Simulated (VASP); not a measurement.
Wanted: the native input for a VASP 6.6.1 run.

```
Task                            : G0W0 quasiparticle levels
Functional                      : PBEsol
Potentials or basis             : VASP PAW PBE potentials, release 64 (Si_GW)
Cutoff                          : 450 eV
k mesh                          : 5 × 5 × 5
Occupations                     : gaussian, width 0.01 eV
Spin                            : no spin polarisation
Cutoff of the response function : 230
Empty bands                     : 220
GW scheme                       : G0W0
GW iterations                   : 1
Frequency points                : 50
Further INCAR settings          : ALGO = EVGW0; EDIFF = 1e-08; NBANDS = 224
```

The system is Si.

```
CELL_PARAMETERS angstrom
0.00000 2.71356 2.71356
2.71356 0.00000 2.71356
2.71356 2.71356 0.00000
ATOMIC_POSITIONS crystal
Si 0.75000 0.75000 0.75000
Si 0.50000 0.50000 0.50000
```

The input as run:

POSCAR

```
Si
1.0
    0.0000000000      2.7135600000      2.7135600000
    2.7135600000      0.0000000000      2.7135600000
    2.7135600000      2.7135600000      0.0000000000
Si
2
Direct
    0.7500000000      0.7500000000      0.7500000000
    0.5000000000      0.5000000000      0.5000000000
```

INCAR.step1

```
SYSTEM = Si
ALGO = Normal ; EDIFF = 1E-8
ENCUT = 450 ; GGA = PS
ISMEAR = 0 ; KPAR = 8
LASPH = .TRUE. ; LCHARG = .FALSE.
LREAL = .FALSE. ; LWAVE = .TRUE.
NELM = 60 ; PREC = Accurate
SIGMA = 0.01
```

INCAR.step2

```
SYSTEM = Si
ALGO = Exact ; EDIFF = 1E-8
ENCUT = 450 ; GGA = PS
ISMEAR = 0 ; ISTART = 1
KPAR = 8 ; LASPH = .TRUE.
LCHARG = .FALSE. ; LOPTICS = .TRUE.
LREAL = .FALSE. ; LWAVE = .TRUE.
NBANDS = 224 ; NELM = 1
PREC = Accurate ; SIGMA = 0.01
```

INCAR.step3

```
SYSTEM = Si
ALGO = EVGW0 ; EDIFF = 1E-8
ENCUT = 450 ; ENCUTGW = 230
GGA = PS ; ISMEAR = 0
ISTART = 1 ; KPAR = 8
LASPH = .TRUE. ; LCHARG = .FALSE.
LREAL = .FALSE. ; LWAVE = .FALSE.
NBANDS = 224 ; NBANDSGW = 12
NELMGW = 1 ; NOMEGA = 50
PREC = Accurate ; PRECFOCK = Fast
SIGMA = 0.01
```

KPOINTS

```
k-points
0
G
  5 5 5
  0 0 0
```

Potentials or basis: VASP PAW PBE potentials, release 64 (Si_GW).

Command:

```sh
$ cat potpaw_PBE.64/Si_GW/POTCAR > POTCAR
$ cp INCAR.step1 INCAR
$ mpirun -np 8 vasp_std > vasp.out
$ cp INCAR.step2 INCAR
$ mpirun -np 8 vasp_std > vasp.out
$ cp INCAR.step3 INCAR
$ mpirun -np 8 vasp_std > vasp.out
```

Results of the run:

```yaml
Band_gap_on_the_k_mesh_mean-field_level: 0.46 eV, indirect (least direct gap 2.51 eV)
Quasiparticle_gap: 1.08 eV
Least_direct_quasiparticle_gap: 3.21 eV
```

Caveat: bands, screening cutoff and mesh are small and nothing is extrapolated, so the quasiparticle values aren't converged; an odd mesh through Γ misses points on the zone boundary, where band edges often lie.

Wall time 2 min on 8 MPI ranks on Intel(R) Xeon(R) Platinum 8488C (Sapphire Rapids) (shared host), peak memory 0.7 GiB a rank.
